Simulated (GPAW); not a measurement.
Write an ASE script for GPAW 26.7.0 that does the following.

| Quantity | Value |
| --- | --- |
| Task | band structure |
| Functional | BLYP |
| Potentials or basis | PAW data sets generated in the run's folder for this functional |
| Cutoff | 600 eV |
| Basis | pw |
| k mesh | 7 × 7 × 7 |
| Occupations | fermi-dirac, width 0.05 eV |
| Spin | no spin polarisation |
| Eigensolver | davidson |
| Maxiter | 150 |
| Band path | GXWKGLUWLK,UX |
| Band points | 100 |

The structure of ZnS lies in ZnS.cif:

```cif
data_ZnS
_cell_length_a 5.40400000
_cell_length_b 5.40400000
_cell_length_c 5.40400000
_cell_angle_alpha 90.00000000
_cell_angle_beta 90.00000000
_cell_angle_gamma 90.00000000
_space_group_name_H-M_alt 'F-43m'
_space_group_name_Hall 'F -4 2 3'
_space_group_IT_number 216
loop_
_space_group_symop_operation_xyz
'x,y,z'
'y,-x,-z'
'-x,-y,z'
'-y,x,-z'
'x,-y,-z'
'y,x,z'
'-x,y,-z'
'-y,-x,z'
'z,x,y'
'-z,y,-x'
'z,-x,-y'
'-z,-y,x'
'-z,x,-y'
'z,y,x'
'-z,-x,y'
'z,-y,-x'
'y,z,x'
'-x,-z,y'
'-y,z,-x'
'x,-z,-y'
'-y,-z,x'
'x,z,y'
'y,-z,-x'
'-x,z,-y'
'x,y+1/2,z+1/2'
'y,-x+1/2,-z+1/2'
'-x,-y+1/2,z+1/2'
'-y,x+1/2,-z+1/2'
'x,-y+1/2,-z+1/2'
'y,x+1/2,z+1/2'
'-x,y+1/2,-z+1/2'
'-y,-x+1/2,z+1/2'
'z,x+1/2,y+1/2'
'-z,y+1/2,-x+1/2'
'z,-x+1/2,-y+1/2'
'-z,-y+1/2,x+1/2'
'-z,x+1/2,-y+1/2'
'z,y+1/2,x+1/2'
'-z,-x+1/2,y+1/2'
'z,-y+1/2,-x+1/2'
'y,z+1/2,x+1/2'
'-x,-z+1/2,y+1/2'
'-y,z+1/2,-x+1/2'
'x,-z+1/2,-y+1/2'
'-y,-z+1/2,x+1/2'
'x,z+1/2,y+1/2'
'y,-z+1/2,-x+1/2'
'-x,z+1/2,-y+1/2'
'x+1/2,y,z+1/2'
'y+1/2,-x,-z+1/2'
'-x+1/2,-y,z+1/2'
'-y+1/2,x,-z+1/2'
'x+1/2,-y,-z+1/2'
'y+1/2,x,z+1/2'
'-x+1/2,y,-z+1/2'
'-y+1/2,-x,z+1/2'
'z+1/2,x,y+1/2'
'-z+1/2,y,-x+1/2'
'z+1/2,-x,-y+1/2'
'-z+1/2,-y,x+1/2'
'-z+1/2,x,-y+1/2'
'z+1/2,y,x+1/2'
'-z+1/2,-x,y+1/2'
'z+1/2,-y,-x+1/2'
'y+1/2,z,x+1/2'
'-x+1/2,-z,y+1/2'
'-y+1/2,z,-x+1/2'
'x+1/2,-z,-y+1/2'
'-y+1/2,-z,x+1/2'
'x+1/2,z,y+1/2'
'y+1/2,-z,-x+1/2'
'-x+1/2,z,-y+1/2'
'x+1/2,y+1/2,z'
'y+1/2,-x+1/2,-z'
'-x+1/2,-y+1/2,z'
'-y+1/2,x+1/2,-z'
'x+1/2,-y+1/2,-z'
'y+1/2,x+1/2,z'
'-x+1/2,y+1/2,-z'
'-y+1/2,-x+1/2,z'
'z+1/2,x+1/2,y'
'-z+1/2,y+1/2,-x'
'z+1/2,-x+1/2,-y'
'-z+1/2,-y+1/2,x'
'-z+1/2,x+1/2,-y'
'z+1/2,y+1/2,x'
'-z+1/2,-x+1/2,y'
'z+1/2,-y+1/2,-x'
'y+1/2,z+1/2,x'
'-x+1/2,-z+1/2,y'
'-y+1/2,z+1/2,-x'
'x+1/2,-z+1/2,-y'
'-y+1/2,-z+1/2,x'
'x+1/2,z+1/2,y'
'y+1/2,-z+1/2,-x'
'-x+1/2,z+1/2,-y'
loop_
_atom_site_label
_atom_site_type_symbol
_atom_site_symmetry_multiplicity
_atom_site_Wyckoff_symbol
_atom_site_fract_x
_atom_site_fract_y
_atom_site_fract_z
_atom_site_occupancy
Zn1 Zn 4 c 0.2500000000 0.2500000000 0.2500000000 1
S1 S 4 a 0.0000000000 0.0000000000 0.0000000000 1
```

These files were run (other wordings do the same):

run.py

```python
import spglib
from ase import Atoms
from ase.dft.bandgap import bandgap
from ase.io import read, write
from ase.units import GPa
from gpaw import GPAW, PW, setup_paths

setup_paths.insert(0, '.')

atoms = read('ZnS.cif')
cell, positions, numbers = spglib.find_primitive(
    (atoms.cell[:], atoms.get_scaled_positions(), atoms.numbers), symprec=1e-4)
atoms = Atoms(numbers, cell=cell, scaled_positions=positions, pbc=True)

calc = GPAW(mode=PW(600),
            xc='BLYP',
            kpts={'size': (7, 7, 7), 'gamma': True},
            occupations={'name': 'fermi-dirac', 'width': 0.05},
            nbands=18,
            convergence={'density': 1e-05, 'energy': 1e-05},
            eigensolver='davidson',
            maxiter=150,
            txt='gpaw.txt')
atoms.calc = calc
energy = atoms.get_potential_energy()
forces = atoms.get_forces()
stress = atoms.get_stress()
calc.write('gs.gpw')
write('result.traj', atoms)
print(f'Energy: {energy:.6f} eV')
print('Forces (eV/A):')
print(forces.round(4))
print('Stress (GPa):', (stress / GPa).round(3))
print('Fermi level:', round(calc.get_fermi_level(), 4), 'eV')
print(f'Gap: {bandgap(calc)[0]:.4f} eV, direct: {bandgap(calc, direct=True)[0]:.4f} eV')

path = atoms.cell.bandpath('GXWKGLUWLK,UX', npoints=100, eps=1e-4)
bs_calc = calc.fixed_density(kpts=path, symmetry='off', nbands=28,
                             convergence={'bands': 'CBM+6.0', 'eigenstates': 1e-6}, txt='bands.txt')
bs = bs_calc.band_structure()
bs.write('bs.json')
print(f'Gap on the path: {bandgap(bs_calc)[0]:.4f} eV')
```

Potentials or basis: PAW data sets generated in the run's folder for this functional, pw.

Launch:

```console
$ gpaw-setup -f BLYP S Zn
$ OMP_NUM_THREADS=1 python run.py
```

It gave:

```yaml
Pressure: 4.8 GPa
Band_gap_on_the_k_mesh: 2.09 eV, direct
Band_gap_along_the_path: 2.09 eV, direct
```

It took 33 s on 1 thread of INTEL(R) XEON(R) PLATINUM 8581C CPU @ 2.30GHz (Emerald Rapids), on a shared host, peak memory 0.26 GiB.
